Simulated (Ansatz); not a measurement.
**Moving the share of exact exchange in BN**

Space group P6_3/mmc (No. 194). a = 2.498 Å, b = 2.498 Å, c = 6.636 Å, α = 90.00°, β = 90.00°, γ = 120.00°
```tsv
atom	site	symmetry	x	y	z
N	2d	-6m2	0.6667	0.3333	0.2500
B	2c	-6m2	0.6667	0.3333	0.7500
```

Kept alike: task single point; k mesh 7 × 7 × 3; occupations fermi-dirac, width 0.05 eV; no spin polarisation. Program: Ansatz, Ansatz PAW, cutoff 500 eV. The mesh is that of the run's cell of 4 atoms. No spin-orbit coupling.

| run | pressure (GPa) |
| --- | --- |
| A | -2.25 |
| B | -5.42 |
| C | -0.25 |
| D | 1.13 |
| E | -3.54 |
| F | -0.92 |

The k mesh is coarse, so the values aren't converged. Pressure is positive in compression, with a Pulay correction for the finite cutoff. All rows use potentials made for PBE. The mesh is thin for exact exchange.

Q: The runs differ in the share of exact exchange alone: 0; 0.1; 0.15; 0.25; 0.35; 0.5. Which run is which?

A: Run A is 0.25; run B is 0.5; run C is 0.1; run D is 0; run E is 0.35; run F is 0.15. The pressure falls from 1.13 to -5.42 GPa between 0 and 0.5. Exact exchange shortens the bonds here, so the pressure at fixed cell falls.
